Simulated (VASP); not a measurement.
# C (I4_1/amd) in VASP: settings compared

One crystal, C, is run at these levels: PBE, HSE06; tasks: single point.

Program: VASP 6.6.1. These are calculated values, not measurements. Logs are shortened: lines on timing, memory, paths and dates and some standing lists are left out, and cuts for length are marked.

## (1) The cell of the first run

Symmetry: I4_1/amd, No. 141, tetragonal system. The conventional cell has a = 2.591 Å, b = 2.591 Å, c = 3.560 Å, α = 90.00°, β = 90.00°, γ = 90.00°. C (site symmetry -4m2) is surrounded by 4 C at 1.57 Å.

The cell was built by a generator and needn't be a form met in nature.

## (2) Single point, PBE (biaxial_xy strain +2.9%)

The input, INCAR:

```
  PREC = Accurate
  ENCUT = 520
  EDIFF = 1E-6
  ISMEAR = -1
  SIGMA = 0.02
  LREAL = F
  LASPH = T
  NELM = 80
  ALGO = Normal
  ISIF = 2
  LWAVE = F
  LCHARG = F
  GGA = PE
  NBANDS = 11
```

The input, KPOINTS:

```
regular mesh
0
Gamma
  12 12 12
```

The input, POSCAR:

```
C
1.0
    0.0000000000      1.8324597909      1.7801241411
    1.8324597909      0.0000000000      1.7801241411
    1.8324597909      1.8324597909      0.0000000000
C
2
Direct
    0.0000000000      0.0000000000      0.0000000000
    0.2500000000      0.2500000000      0.2500000000
```

Potentials or basis: VASP PAW PBE potentials, release 64 (C).

Run with:

```console
$ cat potpaw_PBE.64/C/POTCAR > POTCAR
$ mpirun -np 1 vasp_std > vasp.out
```

OUTCAR:

```text
PREC = Accurate
   ENCUT = 520
   EDIFF = 1E-6
   ISMEAR = -1
   LREAL = F
   LASPH = T
   NELM = 80
   ISIF = 2
   GGA = PE

 ion  position               nearest neighbor table
   1  0.000  0.000  0.000-   2 1.57   2 1.57   2 1.57   2 1.57
   2  0.250  0.250  0.250-   1 1.57   1 1.57   1 1.57   1 1.57

  LATTYP: Found a body centered tetragonal cell.
 ALAT       =     2.5914894888
 C/A-ratio  =     1.3738231614

  Lattice vectors:

 A1 = (   0.0000000000,  -1.8324597909,  -1.7801241411)
 A2 = (   0.0000000000,   1.8324597909,  -1.7801241411)
 A3 = (   1.8324597909,   0.0000000000,   1.7801241411)

Analysis of symmetry for initial positions (statically):
=====================================================================
 Subroutine PRICEL returns:
 Original cell was already a primitive cell.

 Routine SETGRP: Setting up the symmetry group for a
 body centered tetragonal supercell.

 Subroutine GETGRP returns: Found 16 space group operations
 (whereof  8 operations were pure point group operations)
 out of a pool of 16 trial point group operations.

The static configuration has the point symmetry D_2d.
 The point group associated with its full space group is D_4h.

Analysis of symmetry for dynamics (positions and initial velocities):
=====================================================================
 Subroutine PRICEL returns:
 Original cell was already a primitive cell.

 Routine SETGRP: Setting up the symmetry group for a
 body centered tetragonal supercell.

 Subroutine GETGRP returns: Found 16 space group operations
 (whereof  8 operations were pure point group operations)
 out of a pool of 16 trial point group operations.

The dynamic configuration has the point symmetry D_2d.
 The point group associated with its full space group is D_4h.

 Subroutine INISYM returns: Found 16 space group operations
 (whereof  8 operations are pure point group operations),
 and found     1 'primitive' translations

----------------------------------------------------------------------------------------

                                     Primitive cell

  volume of cell :      11.9550

  direct lattice vectors                    reciprocal lattice vectors
     0.000000000  1.832459791  1.780124141    -0.272857283  0.272857283  0.280879287
     1.832459791  0.000000000  1.780124141     0.272857283 -0.272857283  0.280879287
     1.832459791  1.832459791  0.000000000     0.272857283  0.272857283 -0.280879287

  length of vectors
     2.554750642  2.554750642  2.591489489     0.477279130  0.477279130  0.477279130

  position of ions in fractional coordinates (direct lattice)
     0.000000000  0.000000000  0.000000000
     0.250000000  0.250000000  0.250000000

  ion indices of the primitive-cell ions
   primitive index   ion index
                 1           1
                 2           2

----------------------------------------------------------------------------------------

 KPOINTS: regular mesh

Automatic generation of k-mesh.
 Grid dimensions read from file:
 generate k-points for:   12   12   12

 Generating k-lattice:

  Cartesian coordinates                     Fractional coordinates (reciprocal lattice)
    -0.022738107  0.022738107  0.023406607     0.083333333  0.000000000  0.000000000
     0.022738107 -0.022738107  0.023406607     0.000000000  0.083333333  0.000000000
     0.022738107  0.022738107 -0.023406607    -0.000000000 -0.000000000  0.083333333

  Length of vectors
     0.039773261  0.039773261  0.039773261

  Shift w.r.t. Gamma in fractional coordinates (k-lattice)
     0.000000000  0.000000000  0.000000000

 Subroutine IBZKPT returns following result:
 ===========================================

 Found    163 irreducible k-points:

 Following reciprocal coordinates:
            Coordinates               Weight
  0.000000  0.000000  0.000000      1.000000
  0.083333 -0.000000  0.000000      8.000000
  0.166667 -0.000000  0.000000      8.000000
  0.250000  0.000000  0.000000      8.000000
  0.333333 -0.000000  0.000000      8.000000
  0.416667  0.000000  0.000000      8.000000
[... 16 lines left out ...]
  0.500000  0.166667  0.000000      8.000000
 -0.416667  0.166667  0.000000      8.000000
 [... further k-points ...]
   k-points           NKPTS =    163   k-points in BZ     NKDIM =    163   number of bands    NBANDS=     11
   number of dos      NEDOS =    301   number of ions     NIONS =      2
   total plane-waves  NPLWV =   8000
   dimension x,y,z NGX =    20 NGY =   20 NGZ =   20
   dimension x,y,z NGXF=    40 NGYF=   40 NGZF=   40
   ions per type =               2
   NGX,Y,Z   is equivalent  to a cutoff of  13.01, 13.01, 12.83 a.u.
   NGXF,Y,Z  is equivalent  to a cutoff of  26.03, 26.03, 25.66 a.u.
 SYSTEM =  unknown system
   PREC   = accura    normal or accurate (medium, high low for compatibility)
   ISTART =      0    job   : 0-new  1-cont  2-samecut
   ICHARG =      2    charge: 1-file 2-atom 10-const
   ISPIN  =      1    spin polarized calculation?
   LNONCOLLINEAR =      F non collinear calculations
   LSORBIT =      F    spin-orbit coupling
   LASPH  =      T    aspherical Exc in radial PAW
   ENCUT  =  520.0 eV  38.22 Ry    6.18 a.u.   4.75  4.75  4.82*2*pi/ulx,y,z
   NELM   =     80;   NELMIN=  2; NELMDL= -5     # of ELM steps
   EDIFF  = 0.1E-05   stopping-criterion for ELM
   LREAL  =      F    real-space projection
   EDIFFG = 0.1E-04   stopping-criterion for IOM
   NSW    =      0    number of steps for IOM
   IBRION =     -1    ionic relax: 0-MD 1-quasi-New 2-CG
   NFREE  =      0    steps in history (QN), initial steepest desc. (CG)
   ISIF   =      2    stress and relaxation
   ISYM   =      2    0-nonsym 1-usesym 2-fastsym
   POTIM  = 0.5000    time-step for ionic-motion
   TEBEG  =    0.0;   TEEND  =   0.0 temperature during run
   PSTRESS=    0.0 pullay stress
   NELECT =       8.0000    total number of electrons
   NUPDOWN=      -1.0000    fix difference up-down
   EMIN   =  10.00;   EMAX   =-10.00  energy-range for DOS
   EFERMI =   0.00;   METHOD = LEGACY
   ISMEAR =    -1;   SIGMA  =   0.02  broadening in eV -4-tet -1-fermi 0-gaus
   EFERMI_NEDOS =   21; number of points for ismear=-14 and -15
   IALGO  =     38    algorithm
   IMIX   =      4    mixing-type and parameters
     AMIX     =   0.40;   BMIX     =  1.00
     AMIX_MAG =   1.60;   BMIX_MAG =  1.00
  volume/ion in A,a.u.               =       5.98        40.34
  Fermi-wavevector in a.u.,A,eV,Ry     =   1.431930  2.705955 27.897702  2.050423
  Thomas-Fermi vector in A             =   2.551613
   LORBIT       =      0    0 simple, 1 ext, 2 COOP (PROOUT), +10 PAW based schemes
   GGA     = PE    functional components
   LHFCALC =     F    Hartree Fock is set to
   AEXX    =    0.0000 exact exchange contribution
   IVDW    =     0    specifies the selected vdW correction
   LEPSILON=     F    determine dielectric tensor
   LRPA    =     F    only Hartree local field effects (RPA)
 non-spin polarized calculation
  energy-cutoff  :      520.00
  volume of cell :       11.95
 maximum number of plane-waves:       334
   NGX =  9   NGY =  9   NGZ =  9

 number of electron       8.0000001 magnetization

 Free energy of the ion-electron system (eV)
  ---------------------------------------------------
  ext. energy  EPLUGINS =         0.00000000
  ---------------------------------------------------
  free energy    TOTEN  =       -18.13551223 eV

  energy without entropy =      -18.13551223  energy(sigma->0) =      -18.13551223

 E-fermi :   9.6699     XC(G=0): -12.9901

 val. band max:        9.2580596391   @ k =   0.0000   0.0000   0.0000
 cond. band min:      12.5926114798   @ k =   0.3333   0.3333   0.0000
 fundamental gap:      3.3345518406
 Fermi energy:         9.6699229622

 k-point     1 :       0.0000    0.0000    0.0000
  band No.  band energies     occupation
      1     -11.7980      2.00000
      2       8.8506      2.00000
      3       8.8506      2.00000
      4       9.2581      2.00000
      5      14.2065      0.00000
      6      14.5566      0.00000
      7      14.5566      0.00000
      8      21.1228      0.00000
      9      27.6321      0.00000
     10      34.2328      0.00000
     11      35.4558      0.00000

 k-point     2 :       0.0833   -0.0000    0.0000
  band No.  band energies     occupation
      1     -11.6124      2.00000
      2       7.7857      2.00000
      3       8.5403      2.00000
      4       8.8512      2.00000
      5      14.6374      0.00000
      6      14.9463      0.00000
      7      15.1806      0.00000
      8      21.3256      0.00000
      9      27.9464      0.00000
     10      32.3960      0.00000
     11      33.2249      0.00000

 k-point     3 :       0.1667   -0.0000    0.0000
  band No.  band energies     occupation
      1     -11.0582      2.00000
      2       5.3706      2.00000
      3       7.8562      2.00000
      4       8.1870      2.00000
      5      15.4867      0.00000
      6      15.7889      0.00000
      7      16.1775      0.00000
      8      21.9200      0.00000
      9      28.6022      0.00000
     10      30.9997      0.00000
     11      31.6482      0.00000
[... 267 lines left out ...]
 k-point    23 :       0.5000    0.1667    0.0000
  band No.  band energies     occupation
      1      -6.2111      2.00000
      2      -2.6268      2.00000
      3       4.4868      2.00000
      4       4.9689      2.00000
      5      15.5089      0.00000
      6      19.2827      0.00000
      7      19.7821      0.00000
      8      22.4329      0.00000
      9      28.6375      0.00000
     10      32.0344      0.00000
     11      34.8622      0.00000

 k-point    24 :      -0.4167    0.1667    0.0000
  band No.  band energies     occupation
      1      -5.9388      2.00000
      2      -2.9620      2.00000
      3       4.0129      2.00000
      4       5.3159      2.00000
      5      15.8874      0.00000
      6      18.8453      0.00000
      7      19.8056      0.00000
      8      23.6787      0.00000
      9      27.7424      0.00000
     10      32.5692      0.00000
     11      32.6220      0.00000

 [... further k-points ...]

------------------------ aborting loop because EDIFF is reached ----------------------------------------

  FORCE on cell =-STRESS in cart. coord.  units (eV):
  Direction    XX          YY          ZZ          XY          YZ          ZX
  --------------------------------------------------------------------------------------
  -------------------------------------------------------------------------------------
  Total       -2.0054307     -2.0054307     -0.1628318      0.0000000      0.0000000      0.0000000
  in kB     -268.7627376   -268.7627376    -21.8223113      0.0000000      0.0000000      0.0000000
  external PRESSURE =    -186.4492622 kB  Pullay stress =       0.0000000 kB

 VOLUME and BASIS-vectors are now :
 -----------------------------------------------------------------------------
  energy-cutoff  :      520.00
  volume of cell :       11.95
      direct lattice vectors                 reciprocal lattice vectors
     0.000000000  1.832459791  1.780124141    -0.272857283  0.272857283  0.280879287
     1.832459791  0.000000000  1.780124141     0.272857283 -0.272857283  0.280879287
     1.832459791  1.832459791  0.000000000     0.272857283  0.272857283 -0.280879287

 POSITION                                       TOTAL-FORCE (eV/Angst)
 -----------------------------------------------------------------------------------
      0.00000      0.00000      0.00000        -0.000000     -0.000000      0.000000
      0.91623      0.91623      0.89006         0.000000      0.000000     -0.000000
 -----------------------------------------------------------------------------------
    total drift:                                0.000000      0.000000      0.000000

  FREE ENERGIE OF THE ION-ELECTRON SYSTEM (eV)
  ---------------------------------------------------
  free  energy   TOTEN  =       -18.1355122296 eV

  energy  without entropy=      -18.1355122296  energy(sigma->0) =      -18.13551223
```

It took 6.9 s on 1 thread of Intel Xeon 6975P-C (Granite Rapids), shared host; peak memory 0.13 GiB.

Results:

```
Free energy            : -18.1355 eV
Pressure               : -18.6 GPa
Band gap on the k mesh : 3.33 eV, indirect (least direct gap 4.95 eV)
```

Stress tensor (GPa, compression positive):
```
-26.88   0.00   0.00
  0.00 -26.88   0.00
  0.00   0.00  -2.18
```

Levels at points of the mesh, in eV from the valence-band top:
```csv
k point,band 1,band 2,band 3,band 4,band 5,band 6,band 7,band 8,band 9
"(0.00, 0.00, 0.00)",-21.06,-0.41,-0.41,0.00,4.95,5.30,5.30,11.86,18.37
"(0.50, 0.00, 0.00)",-15.57,-13.07,-3.18,-2.70,7.46,7.86,8.48,14.94,20.87
"(0.50, 0.50, 0.00)",-12.39,-12.39,-6.52,-6.52,3.95,3.95,15.85,15.85,22.27
"(0.50, 0.00, 0.50)",-12.81,-12.81,-6.12,-6.12,4.60,4.60,15.66,15.66,21.84
```

Caveat: so large a pressure means that the cell lies far from this level's equilibrium, or that cutoff or potentials fall short.

[end of part 1 of 2]
